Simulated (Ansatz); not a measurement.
# PbSe (wurtzite type): optical response by level

Aim: the dielectric function of PbSe (wurtzite type) in the independent-particle picture, and how it depends on the functional and on the gap. The runs, in order: HSE06 for the gap; optics with PBE on 6×6×4; optics with r2SCAN on 6×6×4; optics with PBE and scissors to the HSE06 gap on 6×6×4.

Computed with Ansatz 0.2.0 (plane waves, PAW; no local fields, no excitons, unless a step's input says otherwise).

3 further runs of the same task are left out: 3 that didn't finish.

**1. The structure to begin with**

Symmetry: P6_3mc, No. 186, hexagonal system. Conventional cell: a = 5.174 Å, b = 5.174 Å, c = 6.215 Å, α = 90.00°, β = 90.00°, γ = 120.00°. Pb (site symmetry 3m) is surrounded by 5 Se at 2.99 to 3.14 Å. Around Se (site symmetry 3m) lie 5 Pb at 2.99 to 3.14 Å.

Coordinates:

```xyz
4
Lattice="5.1741 0.0000 0.0000 -2.5871 4.4809 0.0000 0.0000 0.0000 6.2148" Properties=species:S:1:pos:R:3 pbc="T T T"
Pb    0.0000    2.9873   -0.4033
Pb    2.5871    1.4936    2.7041
Se    0.0000    2.9873    2.7339
Se    2.5871    1.4936    5.8412
```

The cell was relaxed beforehand with r2SCAN; those runs aren't shown. No run includes spin-orbit coupling, which matters for Pb.

**2. The gap to aim at**

Input file input.yaml:

```yaml
crystal:
  lattice:
    - [5.1741442664, 0.0, 0.0]
    - [-2.5870721332, 4.4809403775, 0.0]
    - [0.0, 0.0, 6.214775715]
  atoms:
    - { symbol: Pb, position: [0.3333333333, 0.6666666667, -0.0648971074] }
    - { symbol: Pb, position: [0.6666666667, 0.3333333333, 0.4351028926] }
    - { symbol: Se, position: [0.3333333333, 0.6666666667, 0.4398971074] }
    - { symbol: Se, position: [0.6666666667, 0.3333333333, 0.9398971074] }
kpoints:
  mp_grid: { grid: [6, 6, 2] }
  band_path:
    path:
      - [0.0, 0.0, 0.0]
      - [0.5, 0.0, 0.0]
      - [0.3333333333, 0.3333333333, 0.0]
      - [0.0, 0.0, 0.5]
      - [0.5, 0.0, 0.5]
      - [0.3333333333, 0.3333333333, 0.5]
    npoints: 1
hamiltonian:
  xc: hse06
scf:
  occupations: { method: fixed }
  n_extra_bands: 5
output:
  forces: true
  stress: true
  eigenvalues: true
```

On the command line:

```console
$ ansatz run input.yaml --threads 4 --pin off --max-ram 3686MiB --backend cpu --events-out ev --progress --plain --runs-dir out
```

After this run come: Optics, PBE; Optics, r2SCAN; Optics, PBE with a scissors shift.

Q: Predict the results of all the runs planned. Wanted: ε∞, PBE; ε∞, r2SCAN; tallest peak of ε₂, PBE; tallest peak of ε₂, r2SCAN; HSE06 direct gap.

As calculated:

```
                                  quantity                       value
                                   ε∞, PBE  10.04 (xx, yy), 16.64 (zz)
                                ε∞, r2SCAN   8.91 (xx, yy), 13.34 (zz)
                ε∞, PBE + 0.52 eV scissors   8.91 (xx, yy), 14.00 (zz)
                   tallest peak of ε₂, PBE             22.2 at 2.85 eV
                tallest peak of ε₂, r2SCAN             21.3 at 3.15 eV
tallest peak of ε₂, PBE + 0.52 eV scissors             22.1 at 3.35 eV
                          HSE06 direct gap                     1.68 eV
```

**Reading.** From PBE to PBE + 0.52 eV scissors the direct gap grows from 1.16 to 1.68 eV, and ε∞ goes from 12.24 to 10.61 (mean of the axes). The response is anisotropic: with PBE ε∞ is 10.04 (xx, yy), 16.64 (zz). Local fields and excitons are left out: both change ε∞, and without excitons the onset lacks its lines.
